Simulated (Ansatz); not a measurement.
Crystal: InAs.

```
CELL_PARAMETERS angstrom
0.00000 3.01800 3.01800
3.01800 0.00000 3.01800
3.01800 3.01800 0.00000
ATOMIC_POSITIONS crystal
In 0.00000 0.00000 0.00000
As 0.75000 0.75000 0.75000
```

Base run:

| Quantity | Value |
| --- | --- |
| Program | Ansatz 0.2.0 |
| Functional | PBE |
| Potentials or basis | all-electron LAPW, scalar-relativistic |
| Cutoff | 249 eV (chosen from the basis error) |
| Basis error allowed | 0.003 eV/atom |
| k mesh | 6 × 6 × 6 |
| Occupations | fermi-dirac, width 0.06 eV |
| Spin | no spin polarisation |

Its results: band gap on the k mesh none (metal or under the smearing width); pressure 4.4 GPa.

Q: The run is repeated on the same cell with these changes: basis error allowed from 0.003 eV/atom to 0.004 eV/atom; k mesh from 6 × 6 × 6 to 3 × 3 × 3. What comes out?

A: Band gap on the k mesh none (metal or under the smearing width); pressure 6.1 GPa.

Caveats: some runs use coarse meshes; the k mesh is thin for a metal, which can move the energy by tens of meV per atom; this crystal is a semiconductor, whose small gap the functional closes, so the metal is an error of the method.
